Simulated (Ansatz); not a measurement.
## CaO in Ansatz: convergence with basis error

CaO:

```
Ca O
1.0
     0.00000    2.40356    2.40356
     2.40356    0.00000    2.40356
     2.40356    2.40356    0.00000
Ca O
1 1
Direct
  0.00000 0.00000 0.00000
  0.50000 0.50000 0.50000
```

The cell is a database's computed one.

```yaml
Program: Ansatz 0.2.0
Task: convergence study
Functional: PBE
Potentials_or_basis: all-electron LAPW, scalar-relativistic
Cutoff: 157 eV (chosen from the basis error)
Basis_error_allowed: 0.03 eV/atom
k_mesh: 10 × 10 × 10
Occupations: fermi-dirac, width 0.05 eV
Spin: no spin polarisation
```

These are the settings of the first run; the series varies basis error, with any setting tied to it.

Hardware: 1 thread of Arm Neoverse V2, with other jobs on the host.

**Question.** The values tried are 0.03 eV/atom, 0.01 eV/atom, 0.003 eV/atom, 0.001 eV/atom, 0.0003 eV/atom, 0.0001 eV/atom, loosest first. From which on does the energy stay within 1 meV/atom of the tightest run that finished?

**Answer.** From 0.003 eV/atom on.

```
   basis error  energy less the tightest run, at zero smearing (meV/atom)  pressure (GPa)  SCF cycles  CPU time (s)  peak memory (GiB)
  0.03 eV/atom                                                       9.04            1.67           8           2.1               0.21
  0.01 eV/atom                                                       3.00            1.62           8           3.2               0.22
 0.003 eV/atom                                                       0.93            1.61           8           4.2               0.24
 0.001 eV/atom                                                       0.27            1.60           8           4.8               0.26
0.0003 eV/atom                                                       0.06            1.60           8           6.2                0.3
0.0001 eV/atom                                                       0.00            1.60           8           7.6               0.31
```

Against the tightest run, the pressure stays within 0.1 GPa from 0.03 eV/atom on. The tightest run that finished is the yardstick and may itself not be fully converged.

The runs don't all hold the same shells in valence.
